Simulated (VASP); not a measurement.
Set up this calculation in VASP 6.6.1, as the native input.

- Task: relaxation of cell and atoms
- Functional: PBE
- Potentials or basis: VASP PAW PBE potentials, release 64 (Be)
- Cutoff: 600 eV
- k mesh: 12 × 12 × 13
- Occupations: fermi-dirac, width 0.05 eV
- Spin: no spin polarisation
- Target pressure: 2 GPa
- Further INCAR settings: ALGO = Normal; EDIFF = 1e-06; IBRION = 2; EDIFFG = -0.005; NSW = 60; ISIF = 3
- Target pressure: 2 GPa

The structure of Be lies in POSCAR:

```
Be
1.0
    2.2327400000      0.0000000000      0.0000000000
    0.0000000000      2.2327400000      0.0000000000
    0.0000000000      0.0000000000      2.0656500000
Be
1
Direct
    0.5000000000      0.5000000000      0.0000000000
```

The cell was built by a generator and needn't be a form met in nature.

The input as run:

INCAR

```
ALGO = Normal
EDIFF = 1E-6
EDIFFG = -0.005
ENCUT = 600
GGA = PE
IBRION = 2
ISIF = 3
ISMEAR = -1
LASPH = True
LCHARG = False
LREAL = False
LWAVE = False
NELM = 100
NSW = 60
PREC = Accurate
PSTRESS = 20
SIGMA = 0.05
```

KPOINTS

```
k-points
0
Gamma
  12 12 13
```

Potentials or basis: VASP PAW PBE potentials, release 64 (Be).

Command:

```bash
$ cat potpaw_PBE.64/Be/POTCAR > POTCAR
$ mpirun -np 1 vasp_std > vasp.out
```

It gave:

- Relaxed volume: 10.10 Å³/atom
- Relaxed cell: a = 2.235 Å, b = 2.235 Å, c = 2.022 Å, α = 90.00°, β = 90.00°, γ = 90.00°
- Space group after relaxing (to 0.05 Å): P4/mmm (No. 123)
- Energy change on relaxing (the enthalpy is what falls): -0.4 meV/atom
- Ionic steps: 10
- Pressure after relaxing: 2.0 GPa
- Band gap on the k mesh: none (metal or under the smearing width)

Caveat: the cell is relaxed towards a set pressure, so the enthalpy falls and the energy may rise.

It took 13 s on 1 thread of Intel(R) Xeon(R) 6975P-C (Granite Rapids), on a shared host, peak memory 0.12 GiB.
